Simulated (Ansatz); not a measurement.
input.yaml (Ansatz)

```yaml
crystal:
  lattice:
    - [5.5047620165, 0.0, 0.0]
    - [0.0, 5.5047620165, 0.0]
    - [0.0, 0.0, 5.5047620165]
  atoms:
    - { symbol: Se, position: [0.0, 1.0, 1.0] }
    - { symbol: Se, position: [0.5, 0.5, 0.5] }
    - { symbol: Se, position: [0.25, 0.0, 0.5] }
    - { symbol: Se, position: [0.75, 1.0, 0.5] }
    - { symbol: Se, position: [0.5, 0.25, 1.0] }
    - { symbol: Se, position: [0.5, 0.75, 1.0] }
    - { symbol: Se, position: [0.0, 0.5, 0.25] }
    - { symbol: Se, position: [1.0, 0.5, 0.75] }
hamiltonian:
  xc: pbe
  pseudopotentials:
    kind: paw
    azcp:
      Se: "pseudopotentials/Se.paw.azcp"
basis:
  ecutwfc: 420
  fft_grid_basis: typed
kpoints:
  mp_grid: { grid: [6, 6, 6], shift: [0, 0, 0] }
magnetization:
  spin_polarized: false
scf:
  occupations: { method: fermi_dirac, width: 0.1 }
```

Terminal output

```
Engine: ansatz 0.2.0, x86_64-unknown-linux-gnu
Pseudopotentials: kind: paw
Pseudopotential: Se, paw, valence charge 16, recommended cutoff 420 eV (normal) 
Functional definition: PBE
  parameter kappa = 0.804
  parameter beta = 0.06672455060314922
  exchange = pbe_x(kappa = kappa, mu = beta*pi^2/3)
  correlation = pbe_c(beta = beta)
Crystal: 8 atoms, lattice volume = 166.808 Å³
Basis set: ecut = 420 eV, 3239 PW (Γ)
Bands: 72, of which v1, the nominal top of the filled ones, is band 64 counted from 1 (63 counted from 0)
Symmetry: 48 space group operations
Space group: Pm-3n (ITA 223), of the structure as read, at distance tolerance 5.5e-5 Å
k-points: 20 of 216
Non-local potential: Se, projectors of the file, l = 0: 2, l = 1: 2, l = 2: 3, l = 3: 1
PAW form: soft (Blöchl's): semilocal exchange-correlation on the pseudo side does not see the compensation charge
PAW one-centre angular grid: Se, 590 points (default); XC on 64 Gauss nodes
Initial density: superposition of atomic densities (neutral atoms: chi_scale 0, normalization atom), corrected by the library's trained network
Initial wavefunctions: pseudopotential atomic-orbital guess
Functional: x = pbe(κ = 0.804, μ = 0.2195149727645171), c = pbe(β = 0.06672455060314922)
SCF iter   1: F=—  HF=-43746.679848 eV  |F-HF|=—  |Δ(HF+E_count)|=         —  Δρ=2.22e-3  dr2=9.14e-3  ethr=1.77e-3  ⟨swp⟩=6.7  Hψ=10794  notcnv=0  defer=32
automatic band count: the SCF goes on with 80 bands, as 72 were too few: the levels above may hold too much charge
SCF iter   2: F=—  HF=-43746.678638 eV  |F-HF|=—  |Δ(HF+E_count)|=   1.21e-3  Δρ=1.25e-3  dr2=2.85e-3  ethr=7.14e-6  ⟨swp⟩=2.5  Hψ=2529  notcnv=0  defer=39
SCF iter   3: F=—  HF=-43746.679405 eV  |F-HF|=—  |Δ(HF+E_count)|=   7.67e-4  Δρ=2.76e-4  dr2=1.51e-4  ethr=2.22e-6  ⟨swp⟩=2.0  Hψ=2590  notcnv=0  defer=39
SCF iter   4: F=—  HF=-43746.679253 eV  |F-HF|=—  |Δ(HF+E_count)|=   1.53e-4  Δρ=1.32e-4  dr2=2.13e-5  ethr=1.18e-7  ⟨swp⟩=2.0  Hψ=2830  notcnv=0  defer=39
SCF iter   5: F=—  HF=-43746.679251 eV  |F-HF|=—  |Δ(HF+E_count)|=   1.25e-6  Δρ=3.74e-5  dr2=1.70e-6  ethr=1.67e-8  ⟨swp⟩=2.0  Hψ=2840  notcnv=0  defer=39
SCF iter   6: F=—  HF=-43746.679251 eV  |F-HF|=—  |Δ(HF+E_count)|=   5.13e-8  Δρ=8.19e-6  dr2=1.51e-7  ethr=1.33e-9  ⟨swp⟩=2.0  Hψ=2822  notcnv=0  defer=39
SCF iter   7: F=-43746.679251 eV  HF=-43746.679252 eV  |F-HF|=2.57e-8  |Δ(HF+E_count)|=   3.93e-8  Δρ=3.00e-6  dr2=2.13e-8  ethr=7.81e-11  ⟨swp⟩=3.0  Hψ=3170  notcnv=0
SCF 1 converged in 7 iterations: F = -43746.679251 eV  dr2 = 2.13e-8
SCF converged after 7 iterations
Free energy (F): -43746.679251 eV
Harris-Foulkes:  -43746.679252 eV  (|F-HF|=2.57e-8)
Internal energy: -43746.373640 eV  (E = F + TS)
E sigma→0 (E₀):  -43746.526446 eV
Entropy (-TS):   -0.305611 eV (-38.201 meV/atom)
Fermi energy:    10.614980 eV
--- Per-component energies (eV) ---
  E_band       = -2804.753118
  E_kinetic    = 931.463234
  E_local      = -16783.525971  (includes V_loc(G=0)·N_el)
  E_nonlocal   = -4751.636209
  E_hartree    = 8420.687559
  E_xc         = -825.924067
  E_vxc        = -775.505756  (∫ρ·V_xc dr)
  E_paw        = -15299.260660  (= ΣΔE_a)
  E_vpaw       = 1733.065553  (= ΣTr[D̂ρ^β])
  E_aug_tail   = -0.004518  (compensation charges beyond the density's cutoff)
  E_ewald      = -15438.173007
  E_smearing   = -0.305611  (= −TS)
  E_closure    = -0.000000  (closes the sum)
  Σ components = -43746.679251   (vs F -43746.679251, Δ=0.00e0)
```
